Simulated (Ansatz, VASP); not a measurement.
La: VASP beside Ansatz

```
La
1.0
     0.00000    3.38395    3.38395
     3.38395    0.00000    3.38395
     3.38395    3.38395    0.00000
La
2
Direct
  0.12500 0.12500 0.12500
  0.87500 0.87500 0.87500
```

Alike in both runs: task single point; functional LDA; k mesh 10 × 10 × 10; occupations fermi-dirac, width 0.1 eV; no spin polarisation.

|  | VASP | Ansatz |
| --- | --- | --- |
| version | VASP 6.6.1 | Ansatz 0.2.0 |
| potentials or method | VASP PAW LDA potentials, release 64 (La) | plane waves (420 eV) with PAW, scalar-relativistic |
| plane-wave cutoff (eV) | 520 | 420 |
| valence electrons in the cell | 22 | 22 |

Ansatz gave:

- pressure (GPa): -4.7

Which values does VASP return?

Pressure (GPa): -4.8.

Ansatz warned: «pseudo_functional_mismatch».

The runs have no spin-orbit coupling, so splittings on La are missing.
